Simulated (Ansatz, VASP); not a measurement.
Two plane-wave programs on Li

```
Li
1.0
     3.47000    0.00000    0.00000
     0.00000    3.47000    0.00000
     0.00000    0.00000    3.47000
Li
2
Direct
  0.00000 0.00000 0.00000
  0.50000 0.50000 0.50000
```

Alike in both runs: task relaxation of cell and atoms; functional PBE; k mesh 20 × 20 × 20; occupations methfessel-paxton of order 1, width 0.1 eV; no spin polarisation.

```csv
,VASP,Ansatz
version,VASP 6.6.1,Ansatz 0.2.0
potentials or method,"VASP PAW PBE potentials, release 64 (Li_sv)","scalar-relativistic, plane waves, PAW"
plane-wave cutoff (eV),600,600
valence electrons in the cell,6,6
```

```csv
,VASP,Ansatz,Ansatz less VASP
"gap on the k mesh at the Fermi level, each at its own relaxed structure (eV)",none,none,-
relaxed volume (Å³/atom),20.10,20.24,+0.144
relaxed cell length with the largest relative difference (Å),3.425,3.434,+0.0081
energy change over the relaxation (meV/atom),-1,-1,+0.5
```

A gap of «none» marks a metal or a gap that the smearing closes.

Caveats: the cutoff is under 1.25 times the usual one of these potentials, so pressure, stress and relaxed cells hold a basis-set (Pulay) error (VASP).
